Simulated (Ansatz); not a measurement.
# SiNi: which magnetic state does the SCF reach?, part 2 of 2

Aim: see which self-consistent states SiNi reaches from different starts at one fixed geometry, and which of them is lowest. The cell (8 atoms) is SiNi in its deposited structure (space group P2_13). Source: COD entry 2300376; the sample's temperature and pressure aren't taken into account.

Ansatz 0.2.0; DFT PBE, PAW, plane waves, scalar-relativistic. Earlier steps stand in the parts before.

## 9. Opposed moments +-+-, plain SCF

The input, input.yaml:

```yaml
crystal:
  lattice:
    - [4.49678, 0.0, 0.0]
    - [0.0, 4.49678, 0.0]
    - [0.0, 0.0, 4.49678]
  atoms:
    - { symbol: Ni, position: [0.147, 0.147, 0.147], spin: 2.0 }
    - { symbol: Ni, position: [0.353, 0.853, 0.647], spin: -2.0 }
    - { symbol: Ni, position: [0.647, 0.353, 0.853], spin: 2.0 }
    - { symbol: Ni, position: [0.853, 0.647, 0.353], spin: -2.0 }
    - { symbol: Si, position: [0.8601, 0.8601, 0.8601] }
    - { symbol: Si, position: [0.6399, 0.1399, 0.3601] }
    - { symbol: Si, position: [0.3601, 0.6399, 0.1399] }
    - { symbol: Si, position: [0.1399, 0.3601, 0.6399] }
magnetization:
  spin_polarized: true
hamiltonian:
  xc: pbe
  pseudopotentials: { kind: paw }
basis:
  ecutwfc: 420
kpoints:
  mp_grid: { grid: [5, 5, 5] }
scf:
  occupations: { method: fermi_dirac, width: 0.1 }
  lower_state_search: "off"
output:
  forces: true
  stress: true
```

The program printed, cut to the lines that bear on the results:

```text
[... 22 lines as in an earlier run ...]
Starting moments: Σ|m| = 8 μB on 4 of 8 sites
Starting magnetic order: altermagnet, d-wave, planar spin-momentum locking; spin-degenerate planes through Γ normal to [0 0 1], [0 1 0] of the run's lattice
[... 2 lines as in an earlier run ...]
SCF iter   1: F=—  HF=-25904.069583 eV  |F-HF|=—  |Δ(HF+E_count)|=         —  Δρ=1.55e-1 (↑1.55e-1 ↓1.55e-1)  dr2=8.89e0  dr2_m=1.77e1  M=-0.000 μB ∫|m|=2.103 μB  β_m=0.30  ethr=3.10e-3  ⟨swp⟩=5.9  Hψ=16937  notcnv=0  defer=119
[...]
[... 1 line as in an earlier run ...]
[...]
[... 1 line as in an earlier run ...]
[...]
SCF iter  13: F=-25905.105542 eV  HF=-25905.105542 eV  |F-HF|=2.60e-9  |Δ(HF+E_count)|=   2.88e-9  Δρ=1.09e-6 (↑1.09e-6 ↓8.00e-7)  dr2=2.27e-9  dr2_m=2.82e-11  M=0.000 μB ∫|m|=0.000 μB  ethr=1.61e-11  ⟨swp⟩=2.0  Hψ=12024  notcnv=0
WARN: the starting moments were not kept: the SCF closed with an absolute magnetisation of 1.0e-5 μB, where they sum to 8 μB in size (4 sites). That is at most 0.1 of that sum. Measured as dr2_m measures the in/out step, that magnetisation stands 2.6e-11 eV from none, at or under the [...]
SCF converged after 13 iterations
Magnetization: 0.0000 μB (44.0000 up, 44.0000 down)
Absolute magnetization: 0.0000 μB (∫|ρ↑−ρ↓|, with the PAW one-centre terms)
Spin contamination: 0.0000 ħ² per cell (⟨S²⟩ above its minimum at these occupations)
[...]
Free energy (F): -25905.105542 eV
[...]
E sigma→0 (E₀):  -25905.057948 eV
Entropy (-TS):   -0.095189 eV (-11.899 meV/atom)
Fermi energy:    16.562501 eV
[... 30 lines left out: energy terms, forces, stress ...]
```

It took 21 s on 2 threads of an x86-64 CPU, shared host; peak memory 0.62 GiB.

Nothing new: the 13 iterations lead to the state found in step 2 (non-magnetic).

## 10. A moment on one site alone, plain SCF

input.yaml: that of step 9 with these lines changed.

```diff
@@ -7,5 +7,5 @@
     - { symbol: Ni, position: [0.147, 0.147, 0.147], spin: 2.0 }
-    - { symbol: Ni, position: [0.353, 0.853, 0.647], spin: -2.0 }
-    - { symbol: Ni, position: [0.647, 0.353, 0.853], spin: 2.0 }
-    - { symbol: Ni, position: [0.853, 0.647, 0.353], spin: -2.0 }
+    - { symbol: Ni, position: [0.353, 0.853, 0.647] }
+    - { symbol: Ni, position: [0.647, 0.353, 0.853] }
+    - { symbol: Ni, position: [0.853, 0.647, 0.353] }
     - { symbol: Si, position: [0.8601, 0.8601, 0.8601] }
```

The program printed, cut to the lines that bear on the results:

```text
[... 11 lines as in an earlier run ...]
Bands: 54, of which v1, the nominal top of the filled ones, is band 44 counted from 1 (43 counted from 0)
[... 10 lines as in an earlier run ...]
Starting moments: Σ|m| = 2 μB on 1 of 8 sites
[... 2 lines as in an earlier run ...]
SCF iter   1: F=—  HF=-25906.213538 eV  |F-HF|=—  |Δ(HF+E_count)|=         —  Δρ=1.08e-1 (↑7.25e-2 ↓1.08e-1)  dr2=1.06e1  dr2_m=4.39e0  M=0.295 μB ∫|m|=0.633 μB  β_m=0.30  ethr=3.10e-3  ⟨swp⟩=7.2  Hψ=9697  notcnv=0  defer=3
[...]
[... 1 line as in an earlier run ...]
[...]
spin-set hold released at iteration 4 (the charge has settled, or the pull on large starting moments outlasts its swing): the magnetisation degrees of freedom join the quasi-Newton model from the next iteration; the mixer history was flushed
[...]
SCF iter  16: F=-25905.105542 eV  HF=-25905.105542 eV  |F-HF|=2.36e-9  |Δ(HF+E_count)|=   1.03e-9  Δρ=9.65e-7 (↑9.65e-7 ↓9.05e-7)  dr2=2.37e-9  dr2_m=4.78e-11  M=-0.000 μB ∫|m|=0.000 μB  ethr=2.02e-11  ⟨swp⟩=2.0  Hψ=6427  notcnv=0
WARN: the starting moments were not kept: the SCF closed with an absolute magnetisation of 9.2e-6 μB, where they sum to 2 μB in size (1 site). That is at most 0.1 of that sum. Measured as dr2_m measures the in/out step, that magnetisation stands 3.1e-11 eV from none, at or under the [...]
SCF converged after 16 iterations
Magnetization: -0.0000 μB (44.0000 up, 44.0000 down)
Absolute magnetization: 0.0000 μB (∫|ρ↑−ρ↓|, with the PAW one-centre terms)
Spin contamination: 0.0000 ħ² per cell (⟨S²⟩ above its minimum at these occupations)
[...]
Free energy (F): -25905.105542 eV
[...]
E sigma→0 (E₀):  -25905.057947 eV
Entropy (-TS):   -0.095189 eV (-11.899 meV/atom)
Fermi energy:    16.562506 eV
[... 30 lines left out: energy terms, forces, stress ...]
```

Wall time 14 s (2 threads of an x86-64 CPU, shared host); peak memory 0.51 GiB.

This is the state of step 2 again (non-magnetic), after 16 iterations.

## 11. Parallel moments, spin not held back in the first iterations, no switch to direct minimisation

input.yaml: that of step 10 with these lines changed.

```diff
@@ -7,5 +7,5 @@
     - { symbol: Ni, position: [0.147, 0.147, 0.147], spin: 2.0 }
-    - { symbol: Ni, position: [0.353, 0.853, 0.647] }
-    - { symbol: Ni, position: [0.647, 0.353, 0.853] }
-    - { symbol: Ni, position: [0.853, 0.647, 0.353] }
+    - { symbol: Ni, position: [0.353, 0.853, 0.647], spin: 2.0 }
+    - { symbol: Ni, position: [0.647, 0.353, 0.853], spin: 2.0 }
+    - { symbol: Ni, position: [0.853, 0.647, 0.353], spin: 2.0 }
     - { symbol: Si, position: [0.8601, 0.8601, 0.8601] }
@@ -26,2 +26,4 @@
   lower_state_search: "off"
+  algorithm: density_mixing
+  mixing: { spin_hold: "off" }
 output:
```

The program printed, cut to the lines that bear on the results:

```text
[... 22 lines as in an earlier run ...]
Starting moments: Σ|m| = 8 μB on 4 of 8 sites
[... 2 lines as in an earlier run ...]
SCF iter   1: F=—  HF=-25904.047107 eV  |F-HF|=—  |Δ(HF+E_count)|=         —  Δρ=1.92e-1 (↑9.72e-2 ↓1.92e-1)  dr2=9.07e0  dr2_m=1.70e1  M=1.347 μB ∫|m|=1.998 μB  β_m=0.30  ethr=3.10e-3  ⟨swp⟩=6.9  Hψ=4946  notcnv=0  defer=7
[...]
[... 1 line as in an earlier run ...]
[...]
SCF iter  12: F=-25905.105542 eV  HF=-25905.105542 eV  |F-HF|=3.64e-12  |Δ(HF+E_count)|=  6.55e-11  Δρ=1.09e-7 (↑1.09e-7 ↓6.54e-8)  dr2=2.01e-11  dr2_m=1.94e-12  M=-0.000 μB ∫|m|=0.000 μB  ethr=1.00e-12  ⟨swp⟩=1.0  Hψ=3068  notcnv=0
WARN: the starting moments were not kept: the SCF closed with an absolute magnetisation of 2.9e-6 μB, where they sum to 8 μB in size (4 sites). That is at most 0.1 of that sum. Measured as dr2_m measures the in/out step, that magnetisation stands 1.3e-12 eV from none, at or under the [...]
SCF converged after 12 iterations
Magnetization: -0.0000 μB (44.0000 up, 44.0000 down)
Absolute magnetization: 0.0000 μB (∫|ρ↑−ρ↓|, with the PAW one-centre terms)
Spin contamination: 0.0000 ħ² per cell (⟨S²⟩ above its minimum at these occupations)
[...]
Free energy (F): -25905.105542 eV
[...]
E sigma→0 (E₀):  -25905.057947 eV
Entropy (-TS):   -0.095189 eV (-11.899 meV/atom)
Fermi energy:    16.562505 eV
[... 30 lines left out: energy terms, forces, stress ...]
```

It took 5.8 s on 2 threads of an x86-64 CPU, shared host; peak memory 0.45 GiB.

Nothing new: the 12 iterations lead to the state found in step 2 (non-magnetic).

## 12. All ends together

| step | iterations | state | moments of Ni1 Ni2 Ni3 Ni4 (μB) | total (μB) | gap (eV) | pressure (GPa) | above lowest (meV/atom) |
| --- | --- | --- | --- | --- | --- | --- | --- |
| 2 | 12 | 1 | 0.00 0.00 0.00 0.00 | 0.00 | none | 3.8 | 0.0 |
| 3 | 13 | 1 | 0.00 0.00 0.00 0.00 | 0.00 | none | 3.8 | 0.0 |
| 4 | 7 | 1 | 0.00 0.00 0.00 0.00 | 0.00 | none | 3.8 | 0.0 |
| 5 | 14 | 1 | 0.00 0.00 0.00 0.00 | 0.00 | none | 3.8 | 0.0 |
| 6 | 14 | 1 | 0.00 0.00 0.00 0.00 | 0.00 | none | 3.8 | 0.0 |
| 7 | 14 | 1 | 0.00 0.00 0.00 0.00 | 0.00 | none | 3.8 | 0.0 |
| 8 | 19 | 1 | 0.00 0.00 0.00 0.00 | 0.00 | none | 3.8 | 0.0 |
| 9 | 13 | 1 | 0.00 0.00 0.00 0.00 | 0.00 | none | 3.8 | 0.0 |
| 10 | 16 | 1 | 0.00 0.00 0.00 0.00 | 0.00 | none | 3.8 | 0.0 |
| 11 | 12 | 1 | 0.00 0.00 0.00 0.00 | 0.00 | none | 3.8 | 0.0 |

States are numbered from the lowest. Starts by step: 2 parallel moments, plain SCF; 3 opposed moments +--+, plain SCF; 4 no spin polarisation; 5 spin on, no moments given (the program may seed its own), plain SCF; 6 opposed moments +++-, plain SCF; 7 parallel moments scaled by 0.03, plain SCF; 8 moments +-+- scaled by 1.4, plain SCF; 9 opposed moments +-+-, plain SCF; 10 a moment on one site alone, plain SCF; 11 parallel moments, spin not held back in the first iterations, no switch to direct minimisation.

The 10 runs of this session took 2 min in all, from 1.8 s to 28 s each.

Decimal logarithm of the largest residual (eV) by iteration, counted through all cycles of a run (7 of the 10 runs):

| iteration | step 2 | step 3 | step 4 | step 5 | step 6 | step 7 | step 8 |
| --- | --- | --- | --- | --- | --- | --- | --- |
| 1 | 1.3 | 1.2 | -1.9 | 1.0 | 1.2 | 1.0 | 1.5 |
| 2 | 1.2 | 1.2 | -2.3 | 0.0 | 1.2 | 0.0 | 1.2 |
| 3 | 1.0 | 1.0 | -3.4 | 0.7 | 1.0 | 0.0 | 1.0 |
| 4 | 1.4 | 1.4 | -4.6 | 0.3 | 1.4 | -0.8 | 0.8 |
| 5 | -0.9 | -0.8 | -4.6 | 0.1 | -0.7 | -1.3 | 0.6 |
| 6 | -1.2 | -1.3 | -6.3 | 0.1 | -1.0 | -2.8 | 0.4 |
| 8 | -3.6 | -2.1 | - | -1.5 | -3.0 | -3.3 | 0.1 |
| 9 | -5.8 | -3.9 | - | -3.3 | -3.7 | -3.0 | -0.1 |
| 11 | -8.0 | -6.2 | - | -3.4 | -6.3 | -5.6 | -1.5 |
| 12 | -9.3 | -7.9 | - | -4.5 | -7.0 | -7.6 | -2.4 |
| 14 | - | - | - | -7.2 | -9.0 | -10.8 | -4.2 |
| 16 | - | - | - | - | - | - | -5.6 |
| 17 | - | - | - | - | - | - | -7.2 |
| 19 | - | - | - | - | - | - | -11.0 |

## 13. Summary of results

This closing draws on all 2 parts.

| quantity | value |
| --- | --- |
| distinct states | 1 from 10 converged runs |
| lowest state from plain starts | non-magnetic |
| total moment | 0.00 μB per cell |
| gap on the k-mesh | none |
| pressure | 3.8 GPa |
| largest force | 1.182 eV/Å |

**Reading.** 10 runs converged, all to one state. Spin polarisation gains nothing here: every starting moment dies out. A lower state than any found can't be excluded.
